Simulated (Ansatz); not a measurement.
**TiPt₃: enthalpy against pressure**

TiPt₃, Pm-3m, a = 3.899 Å. The structure is a COD entry; whether it is the stable form wasn't checked. Ansatz: PBEsol, PAW, 420 eV, Γ-centred 12×12×12 mesh on 4 atoms, Gaussian smearing 0.10 eV; no spin polarisation. Cell and atoms are relaxed at each pressure, and no other structure is tried, so the rows at high pressure may lie past a change of phase. y is the enthalpy over the state at zero pressure; there V0 = 14.822 Å³/atom. The pressures are the targets, met within 0.04 GPa.

| P (GPa) | y (eV/atom) |
| --- | --- |
| -3.0 | -0.2791 |
| 0.0 | 0.0000 |
| 3.0 | 0.2760 |
| 8.0 | ? |
| 15.0 | 1.3523 |
| 30.0 | 2.6456 |
| 60.0 | 5.0990 |

Question: Fit y = c1 P + c2 P² + c3 P³ to the other rows, say what c1 and c2 mean, and predict the missing value.

Answer: Least squares on the rows shown. y = 0.092424 P − 0.00015876 P² + 5.7913×10⁻⁷ P³. Since dH/dP = V, c1 is V0: 0.092424 eV/GPa × 160.2 = 14.806 Å³ against 14.822; c2 = −V0/(2B0) gives B0 = 291 GPa, where a Birch–Murnaghan fit to the volumes of the same runs (not shown) gives 267 GPa: a cubic over this range folds the higher terms into c2. At P = 8.0 the fit asked for gives 0.7295 eV/atom. The run gave 0.7296 eV/atom, so the fit is 0.0001 eV/atom too low, within the rms miss on the fitted rows (0.0002 eV/atom).

Spin–orbit coupling is left out, which can shift energies with elements as heavy as these.